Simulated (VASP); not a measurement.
# Hf (Fmmm) in VASP: further runs

One crystal, Hf, is run at these levels: PBE; tasks: relaxation of cell and atoms, single point.

Everything below comes from runs of VASP 6.6.1. Logs are shortened: lines on timing, memory, paths and dates and some standing lists are left out, and cuts for length are marked.

## Step 1: Starting point

It takes space group Fmmm (No. 69, orthorhombic). Conventional cell: a = 3.436 Å, b = 5.952 Å, c = 9.369 Å, α = 90.00°, β = 90.00°, γ = 90.00°. Hf (site symmetry m2m) has 3 Hf at 1.98 Å as nearest neighbours.

The cell was built by a generator and needn't be a form met in nature.

## Step 2: Relaxation of cell and atoms, PBE

INCAR

```
SYSTEM = Hf
PREC = Accurate
ENCUT = 600
EDIFF = 1E-7
ISMEAR = 0
SIGMA = 0.1
LREAL = .FALSE.
LASPH = .TRUE.
NELM = 100
ALGO = Fast
ISIF = 3
LWAVE = .FALSE.
LCHARG = .FALSE.
GGA = PE
IBRION = 2
NSW = 90
EDIFFG = -0.04
```

KPOINTS

```
regular mesh
0
G
  6 6 6
  0 0 0
```

POSCAR

```
Hf
1.0
    0.0000000000      2.9760554754      4.6844540346
    1.7181928180      0.0000000000      4.6844540346
    1.7181928180      2.9760554754      0.0000000000
Hf
2
Direct
    0.1666700000      0.8333300000      0.1666700000
    0.8333300000      0.1666700000      0.8333300000
```

Potentials or basis: VASP PAW PBE potentials, release 64 (Hf_pv).

Started as:

```console
cat potpaw_PBE.64/Hf_pv/POTCAR > POTCAR
mpirun -np 1 vasp_std > vasp.out
```

OUTCAR:

```text
SYSTEM = Hf
   PREC = Accurate
   ENCUT = 600
   EDIFF = 1E-7
   ISMEAR = 0
   LREAL = .FALSE.
   LASPH = .TRUE.
   NELM = 100
   ISIF = 3
   GGA = PE
   IBRION = 2
   NSW = 90
   EDIFFG = -0.04

 ion  position               nearest neighbor table
   1  0.167  0.833  0.167-   2 1.98   2 1.98   2 1.98
   2  0.833  0.167  0.833-   1 1.98   1 1.98   1 1.98

  LATTYP: Found a face centered orthorhombic cell.
 ALAT       =     3.4363856360
 B/A-ratio  =     1.7320846905
 C/A-ratio  =     2.7263843647

  Lattice vectors:

 A1 = (   0.0000000000,   2.9760554754,   4.6844540346)
 A2 = (   1.7181928180,   0.0000000000,   4.6844540346)
 A3 = (   1.7181928180,   2.9760554754,   0.0000000000)

Analysis of symmetry for initial positions (statically):
=====================================================================
 Subroutine PRICEL returns:
 Original cell was already a primitive cell.

 Routine SETGRP: Setting up the symmetry group for a
 face centered orthorhombic supercell.

 Subroutine GETGRP returns: Found  8 space group operations
 (whereof  8 operations were pure point group operations)
 out of a pool of  8 trial point group operations.

The static configuration has the point symmetry D_2h.

Analysis of symmetry for dynamics (positions and initial velocities):
=====================================================================
 Subroutine PRICEL returns:
 Original cell was already a primitive cell.

 Routine SETGRP: Setting up the symmetry group for a
 face centered orthorhombic supercell.

 Subroutine GETGRP returns: Found  8 space group operations
 (whereof  8 operations were pure point group operations)
 out of a pool of  8 trial point group operations.

The dynamic configuration has the point symmetry D_2h.

 Subroutine INISYM returns: Found  8 space group operations
 (whereof  8 operations are pure point group operations),
 and found     1 'primitive' translations

----------------------------------------------------------------------------------------

                                     Primitive cell

  volume of cell :      47.9073

  direct lattice vectors                    reciprocal lattice vectors
     0.000000000  2.976055475  4.684454035    -0.291003428  0.168007621  0.106736024
     1.718192818  0.000000000  4.684454035     0.291003428 -0.168007621  0.106736024
     1.718192818  2.976055475  0.000000000     0.291003428  0.168007621 -0.106736024

  length of vectors
     5.549866286  4.989618839  3.436436054     0.352565079  0.352565079  0.352565079

  position of ions in fractional coordinates (direct lattice)
     0.166670000  0.833330000  0.166670000
     0.833330000  0.166670000  0.833330000

  ion indices of the primitive-cell ions
   primitive index   ion index
                 1           1
                 2           2

----------------------------------------------------------------------------------------

 KPOINTS: regular mesh

Automatic generation of k-mesh.
 Grid dimensions read from file:
 generate k-points for:    6    6    6

 Generating k-lattice:

  Cartesian coordinates                     Fractional coordinates (reciprocal lattice)
    -0.048500571  0.028001270  0.017789337     0.166666667  0.000000000 -0.000000000
     0.048500571 -0.028001270  0.017789337     0.000000000  0.166666667  0.000000000
     0.048500571  0.028001270 -0.017789337    -0.000000000  0.000000000  0.166666667

  Length of vectors
     0.058760846  0.058760846  0.058760846

  Shift w.r.t. Gamma in fractional coordinates (k-lattice)
     0.000000000  0.000000000  0.000000000

 Subroutine IBZKPT returns following result:
 ===========================================

 Found     46 irreducible k-points:

 Following reciprocal coordinates:
            Coordinates               Weight
  0.000000  0.000000  0.000000      1.000000
  0.166667 -0.000000  0.000000      8.000000
  0.333333  0.000000  0.000000      8.000000
  0.500000  0.000000  0.000000      4.000000
  0.166667  0.166667  0.000000      2.000000
  0.333333  0.166667  0.000000      8.000000
[... 16 lines left out ...]
 -0.166667  0.166667  0.166667      8.000000
  0.500000  0.333333  0.166667      4.000000
 [... further k-points ...]
   k-points           NKPTS =     46   k-points in BZ     NKDIM =     46   number of bands    NBANDS=     14
   number of dos      NEDOS =    301   number of ions     NIONS =      2
   total plane-waves  NPLWV =  53760
   dimension x,y,z NGX =    48 NGY =   40 NGZ =   28
   dimension x,y,z NGXF=    96 NGYF=   80 NGZF=   56
   ions per type =               2
   NGX,Y,Z   is equivalent  to a cutoff of  14.38, 13.33, 13.55 a.u.
   NGXF,Y,Z  is equivalent  to a cutoff of  28.76, 26.65, 27.09 a.u.
 SYSTEM =  Hf
   PREC   = accura    normal or accurate (medium, high low for compatibility)
   ISTART =      0    job   : 0-new  1-cont  2-samecut
   ICHARG =      2    charge: 1-file 2-atom 10-const
   ISPIN  =      1    spin polarized calculation?
   LNONCOLLINEAR =      F non collinear calculations
   LSORBIT =      F    spin-orbit coupling
   LASPH  =      T    aspherical Exc in radial PAW
   ENCUT  =  600.0 eV  44.10 Ry    6.64 a.u.  11.08  9.97  6.86*2*pi/ulx,y,z
   NELM   =    100;   NELMIN=  2; NELMDL= -5     # of ELM steps
   EDIFF  = 0.1E-06   stopping-criterion for ELM
   LREAL  =      F    real-space projection
   EDIFFG = -.4E-01   stopping-criterion for IOM
   NSW    =     90    number of steps for IOM
   IBRION =      2    ionic relax: 0-MD 1-quasi-New 2-CG
   NFREE  =      1    steps in history (QN), initial steepest desc. (CG)
   ISIF   =      3    stress and relaxation
   ISYM   =      2    0-nonsym 1-usesym 2-fastsym
   POTIM  = 0.5000    time-step for ionic-motion
   TEBEG  =    0.0;   TEEND  =   0.0 temperature during run
   PSTRESS=    0.0 pullay stress
   NELECT =      20.0000    total number of electrons
   NUPDOWN=      -1.0000    fix difference up-down
   EMIN   =  10.00;   EMAX   =-10.00  energy-range for DOS
   EFERMI =   0.00;   METHOD = LEGACY
   ISMEAR =     0;   SIGMA  =   0.10  broadening in eV -4-tet -1-fermi 0-gaus
   EFERMI_NEDOS =   21; number of points for ismear=-14 and -15
   IALGO  =     68    algorithm
   IMIX   =      4    mixing-type and parameters
     AMIX     =   0.40;   BMIX     =  1.00
     AMIX_MAG =   1.60;   BMIX_MAG =  1.00
  volume/ion in A,a.u.               =      23.95       161.65
  Fermi-wavevector in a.u.,A,eV,Ry     =   1.223538  2.312152 20.368543  1.497046
  Thomas-Fermi vector in A             =   2.358645
   LORBIT       =      0    0 simple, 1 ext, 2 COOP (PROOUT), +10 PAW based schemes
   GGA     = PE    functional components
   LHFCALC =     F    Hartree Fock is set to
   AEXX    =    0.0000 exact exchange contribution
   IVDW    =     0    specifies the selected vdW correction
   LEPSILON=     F    determine dielectric tensor
   LRPA    =     F    only Hartree local field effects (RPA)
 conjugate gradient relaxation of ions
 non-spin polarized calculation
 RMM-DIIS sequential band-by-band and
 Gauss-broadening in eV      SIGMA  =   0.10
  energy-cutoff  :      600.00
  volume of cell :       47.91
 maximum number of plane-waves:      1624
 NGX is ok and might be reduce to    48

--------------------------------------- Ionic step        1  -------------------------------------------

 number of electron      20.0000000 magnetization

 Free energy of the ion-electron system (eV)
  ---------------------------------------------------
  ext. energy  EPLUGINS =         0.00000000
  ---------------------------------------------------
  free energy    TOTEN  =        -2.36951120 eV

  energy without entropy =       -2.33618244  energy(sigma->0) =       -2.35284682

 E-fermi :   2.9116     XC(G=0):  -9.8916

 val. band max:        2.9093721228   @ k =  -0.3333   0.1667   0.3333
 cond. band min:       2.9226490349   @ k =   0.3333  -0.1667   0.1667
 fundamental gap:      0.0132769121
 Fermi energy:         2.9116483005
[... 849 lines left out ...]
      3     -33.9619      2.00000
      4     -33.9320      2.00000
      5     -33.9067      2.00000
      6     -33.8760      2.00000
      7      -3.7668      2.00000
      8      -1.7500      2.00000
      9      -1.1411      1.94508
     10      -1.0989      1.81384
     11      -0.8880      0.09686
     12      -0.7300      0.00010
     13      -0.6746      0.00000
     14      -0.0926      0.00000

 [... further k-points ...]

------------------------ aborting loop EDIFF was not reached (unconverged)  ----------------------------

  FORCE on cell =-STRESS in cart. coord.  units (eV):
  Direction    XX          YY          ZZ          XY          YZ          ZX
  --------------------------------------------------------------------------------------
  -------------------------------------------------------------------------------------
  Total      -13.5681075    -13.7186401     -5.6115195      0.0000000      0.0000000      0.0000000
  in kB     -114.4085186   -115.6778341    -47.3172569      0.0000000      0.0000000      0.0000000
  external PRESSURE =     -92.4678699 kB  Pullay stress =       0.0000000 kB
[... 461 lines left out ...]
      3     -28.1147      2.00000
      4     -27.8939      2.00000
      5     -27.7274      2.00000
      6     -27.6946      2.00000
      7      -0.5655      2.00000
      8       1.7763      2.00000
      9       2.1233      2.00000
     10       2.4885      1.98411
     11       2.8055      0.03832
     12       3.3887      0.00000
     13       4.2854      0.00000
     14       5.2418      0.00000

 [... further k-points ...]

[... ionic steps 4 to 35 ...]

--------------------------------------- Ionic step       36  -------------------------------------------

 number of electron      19.9999999 magnetization

------------------------ aborting loop because EDIFF is reached ----------------------------------------
[... 67 lines left out ...]
--------------------------------------- Ionic step       38  -------------------------------------------

 number of electron      19.9999999 magnetization

 Free energy of the ion-electron system (eV)
  ---------------------------------------------------
  ext. energy  EPLUGINS =         0.00000000
  ---------------------------------------------------
  free energy    TOTEN  =       -19.20790735 eV

  energy without entropy =      -19.20325408  energy(sigma->0) =      -19.20558072

 E-fermi :   4.0851     XC(G=0): -10.6978

 val. band max:        4.0777230104   @ k =   0.5000   0.0000   0.0000
 cond. band min:       4.1553088351   @ k =   0.0000   0.0000   0.0000
 fundamental gap:      0.0775858247
 Fermi energy:         4.0850650695
[... 437 lines left out ...]
  FREE ENERGIE OF THE ION-ELECTRON SYSTEM (eV)
  ---------------------------------------------------
  free  energy   TOTEN  =       -19.2079073463 eV

  energy  without entropy=      -19.2032540846  energy(sigma->0) =      -19.20558072

 reached required accuracy - stopping structural energy minimisation
```

Wall time 17 min (1 thread of Intel Xeon 6975P-C (Granite Rapids), shared host); peak memory 0.27 GiB.

What came out:

| Quantity | Value |
| --- | --- |
| Free energy | -19.2079 eV |
| Relaxed volume | 24.68 Å³/atom |
| Relaxed cell | a = 5.709 Å, b = 3.057 Å, c = 5.704 Å, α = 74.55°, β = 31.07°, γ = 74.38° |
| Space group after relaxing (to 0.05 Å) | I4/mmm (No. 139) |
| Energy gained by relaxing | 8419.2 meV/atom |
| Ionic steps | 38 |
| Pressure after relaxing | -0.1 GPa |
| Largest force after relaxing | 0.009 eV/Å |
| Band gap on the k mesh | none (metal or under the smearing width) |

Forces in eV/Å, atoms in the order of the input:
```
Hf   0.000 -0.009  0.000
Hf   0.000  0.009  0.000
```

Stress tensor (GPa, compression positive):
```
-0.03  0.00  0.00
 0.00 -0.22  0.00
 0.00  0.00 -0.02
```

The path:
| step | energy change (eV) | largest force (eV/Å) | pressure (GPa) | volume (Å³) |
| --- | --- | --- | --- | --- |
| 1 | 0.0000 | 0.0858 | 94.45 | 47.91 |
| 2 | -5.5000 | 0.2753 | -9.25 | 190.01 |
| 3 | -10.8586 | 0.1262 | -4.12 | 100.07 |
| 4 | -10.8706 | 0.1109 | -3.71 | 98.62 |
| 5 | -10.8768 | 0.0890 | -3.04 | 96.41 |
| 6 | -11.6511 | 0.0144 | -4.99 | 86.31 |
| 7 | -13.8123 | 0.7356 | -7.52 | 68.73 |
| 8 | -9.9989 | 13.9464 | 108.25 | 32.19 |
| 9 | -14.9955 | 1.6923 | -4.32 | 59.98 |
| 10 | -15.3581 | 5.2325 | 19.72 | 46.20 |
| 11 | -15.5802 | 3.3401 | 6.96 | 51.42 |
| 12 | -15.8260 | 3.5495 | 8.36 | 50.27 |
| 13 | -16.2285 | 3.6661 | 13.72 | 46.30 |
| 14 | -16.1788 | 3.6161 | 17.26 | 44.41 |
| 15 | -16.5503 | 1.8783 | 7.92 | 46.41 |
| 16 | -16.6329 | 0.9250 | 2.35 | 47.83 |
| 17 | -16.6338 | 0.8426 | 1.92 | 47.97 |
| 18 | -16.6859 | 0.7734 | 1.23 | 48.19 |
| 19 | -16.7670 | 0.5119 | -0.39 | 48.76 |
| 20 | -16.7696 | 0.4442 | -0.68 | 48.87 |
| 21 | -16.7887 | 0.2212 | -0.67 | 48.67 |
| 22 | -16.8032 | 0.1372 | -0.57 | 48.31 |
| 23 | -16.8035 | 0.1910 | -0.54 | 48.25 |
| 24 | -16.8060 | 0.1226 | 0.28 | 47.94 |
| 25 | -16.8064 | 0.0796 | 0.79 | 47.75 |
| 26 | -16.8086 | 0.0685 | 0.76 | 47.86 |
| 27 | -16.8152 | 0.0386 | 0.70 | 48.18 |
| 28 | -16.8258 | 0.1109 | 0.62 | 48.79 |
| 29 | -16.8106 | 0.6592 | 0.94 | 49.92 |
| 30 | -16.8275 | 0.1831 | 0.65 | 49.03 |
| 31 | -16.8315 | 0.1314 | -0.01 | 49.41 |
| 32 | -16.8335 | 0.0880 | -0.64 | 49.82 |
| 33 | -16.8336 | 0.0777 | -0.82 | 49.93 |
| 34 | -16.8359 | 0.0968 | -0.49 | 49.77 |
| 35 | -16.8368 | 0.1179 | -0.23 | 49.64 |
| 36 | -16.8369 | 0.1288 | -0.11 | 49.58 |
| 37 | -16.8380 | 0.0697 | -0.10 | 49.47 |
| 38 | -16.8384 | 0.0091 | -0.09 | 49.36 |

Final structure:
```
Hf
1.0
     0.00000    5.28121    2.16777
     2.15561    0.00000    2.16777
     2.15561    5.28121    0.00000
Hf
2
Cartesian
  2.1556 1.6116 2.1678
  2.1556 8.9508 2.1678
```

Levels at points of the mesh, in eV from the Fermi level:
| k point | band 7 | band 8 | band 9 | band 10 | band 11 | band 12 | band 13 | band 14 |
| --- | --- | --- | --- | --- | --- | --- | --- | --- |
| (0.00, 0.00, 0.00) | -6.80 | -3.24 | -1.88 | -0.25 | 0.07 | 2.64 | 2.69 | 2.88 |
| (0.50, 0.00, 0.00) | -3.29 | -2.82 | -1.08 | -0.01 | 0.80 | 1.42 | 1.89 | 1.93 |
| (0.50, 0.50, 0.00) | -2.90 | -2.28 | -1.82 | -0.95 | 0.83 | 1.64 | 3.32 | 4.23 |
| (0.50, 0.00, 0.50) | -5.55 | -4.46 | -2.08 | -1.82 | 0.47 | 1.93 | 1.98 | 3.93 |
| (0.00, 0.50, 0.50) | -2.89 | -2.28 | -1.79 | -0.98 | 0.77 | 1.62 | 3.42 | 4.28 |

Caveat: the k mesh is coarse (spacing up to 0.37 Å⁻¹), so the values aren't converged. The run has no spin-orbit coupling, so splittings on Hf are missing.

## Step 3: Single point, PBE

This run uses another cell than the first one, of 23.03 Å³/atom, 0.961 times its volume.

INCAR

```
SYSTEM = Hf
  ALGO = Fast
  EDIFF = 1E-7
  ENCUT = 520
  GGA = PE
  ISIF = 2
  ISMEAR = 0
  LASPH = .TRUE.
  LCHARG = .FALSE.
  LREAL = .FALSE.
  LWAVE = .FALSE.
  NBANDS = 17
  NELM = 100
  PREC = Accurate
  SIGMA = 0.1
```

KPOINTS

```
k-points
0
G
  20 20 20
  0 0 0
```

POSCAR

```
Hf
1.0
    0.0000000000      2.6706788292      5.3907294348
    1.5993709953      0.0000000000      5.3907294348
    1.5993709953      2.6706788292      0.0000000000
Hf
2
Direct
    0.1357804044      0.1357804044      0.8642195956
    0.8642195956      0.8642195956      0.1357804044
```

Potentials or basis: VASP PAW PBE potentials, release 64 (Hf_pv).

Started as:

```console
cat potpaw_PBE.64/Hf_pv/POTCAR > POTCAR
mpirun -np 1 vasp_std > vasp.out
```

Wall time 9.5 min (1 thread of Intel Xeon 6975P-C (Granite Rapids), shared host); peak memory 0.84 GiB.

Results (log left out):

| Item | Value |
| --- | --- |
| Free energy | -19.3419 eV |
| Pressure | -0.4 GPa |
| Largest force | 0.031 eV/Å |
| Band gap on the k mesh | none (metal or under the smearing width) |

Forces on the atoms (eV/Å):
```
Hf   0.000  0.000  0.031
Hf   0.000  0.000 -0.031
```

Stress tensor (GPa, compression positive):
```
-0.41  0.00  0.00
 0.00 -0.33  0.00
 0.00  0.00 -0.50
```

Levels at points of the mesh, in eV from the Fermi level:
```csv
k point,band 6,band 7,band 8,band 9,band 10,band 11,band 12,band 13,band 14,band 15
"(0.00, 0.00, 0.00)",-29.91,-6.92,-3.34,-0.43,0.62,1.30,1.91,2.12,2.57,3.40
"(0.50, 0.00, 0.00)",-30.02,-3.10,-2.59,-1.32,-0.83,0.62,1.86,2.89,4.26,4.79
"(0.50, 0.50, 0.00)",-29.91,-5.45,-4.98,-1.20,0.95,1.26,2.25,2.36,2.38,2.64
"(0.50, 0.00, 0.50)",-29.87,-3.47,-2.79,-1.90,0.43,0.83,2.16,3.63,3.80,5.81
"(0.00, 0.50, 0.50)",-30.08,-2.49,-2.19,-1.72,-1.24,0.65,0.92,3.62,4.61,6.14
```

## Step 4: Single point, PBE

This run uses another cell than the first one: it holds 4 atoms, not 2.

INCAR

```
SYSTEM = Hf
PREC = Accurate
ENCUT = 520
EDIFF = 1E-7
ISMEAR = 0
SIGMA = 0.1
LREAL = .False.
LASPH = .True.
NELM = 100
ALGO = Normal
ISIF = 2
LWAVE = .False.
LCHARG = .False.
GGA = PE
NBANDS = 28
```

KPOINTS

```
regular mesh
0
Gamma
  6 6 2
  0 0 0
```

POSCAR

```
Hf
1.0
    2.2319466030     -2.2297021326      0.0000000000
    2.2319466030      2.2297021326      0.0000000000
    0.0000000000      0.0000000000      9.0948519664
Hf
4
Direct
    0.7500327729      0.2499672271      0.1249912338
    0.7499672271      0.2500327729      0.6249912338
    0.2499672271      0.7500327729      0.8750087662
    0.2500327729      0.7499672271      0.3750087662
```

Started as:

```console
cat potpaw_PBE.64/Hf_pv/POTCAR > POTCAR
mpirun -np 1 vasp_std > vasp.out
```

Wall time 20 s (1 thread of Intel Xeon 6975P-C (Granite Rapids), shared host); peak memory 0.2 GiB.

The run converged. Its results:

* Free energy: -39.4731 eV
* Pressure: -0.5 GPa
* Band gap on the k mesh: none (metal or under the smearing width)

Levels at points of the mesh, in eV from the Fermi level:
```
           k point  band 17  band 18  band 19  band 20  band 21  band 22  band 23  band 24
(0.00, 0.00, 0.00)    -2.04    -0.72    -0.72     1.27     1.34     1.34     1.49     1.50
(0.50, 0.00, 0.00)    -0.41    -0.41     0.00     0.00     0.57     0.57     1.08     1.08
(0.50, 0.50, 0.00)    -1.78    -1.78    -0.36    -0.36    -0.35    -0.35     2.40     2.40
(0.00, 0.00, 0.50)    -1.69    -1.69     0.56     0.56     1.19     1.19     1.91     1.91
(0.50, 0.00, 0.50)    -0.06    -0.06    -0.06    -0.06     0.71     0.71     0.71     0.71
(0.50, 0.50, 0.50)    -1.63    -1.63    -1.62    -1.62     1.41     1.41     1.42     1.42
```

(Part 1 of 2 ends here.)
